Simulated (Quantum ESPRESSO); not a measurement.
The system is Ni.

```xyz
1
Lattice="0.0000 1.7376 1.7376 1.7376 0.0000 1.7376 1.7376 1.7376 0.0000" Properties=species:S:1:pos:R:3 pbc="T T T"
Ni    0.0000    0.0000    0.0000
```

```yaml
Program: Quantum ESPRESSO 7.5
Task: single point
Functional: PBE
Potentials_or_basis: SSSP 1.3 efficiency PBE
Cutoff: 748 eV
Density_cutoff: 5987 eV
k_mesh: 13 × 13 × 13
Occupations: fermi-dirac, width 0.05 eV
Spin: collinear spin, ferromagnetic start
Starting_moments: "[1.0] μB"
```

On this cell: pressure 7.7 GPa; net moment 0.63 μB per cell; site moments Ni +0.67 μB; band gap on the k mesh none (metal or under the smearing width).

The same run follows on a disturbed copy (cell strained at random at fixed volume):

```
Ni
1.0
     0.01655    1.75725    1.76824
     1.71912    0.01633    1.76846
     1.71447    1.75283    0.02098
Ni
1
Direct
  0.00651 0.01144 0.96710
```

Question: What changes?

Answer: The energy (extrapolated to zero smearing) moves by +3.4 meV/atom; pressure 7.9 GPa; net moment 0.63 μB per cell; site moments Ni +0.67 μB; band gap on the k mesh none (metal or under the smearing width).

Stress tensor (GPa, compression positive):
```
 9.85 -1.13 -1.92
-1.13  7.31 -1.61
-1.92 -1.61  6.42
```
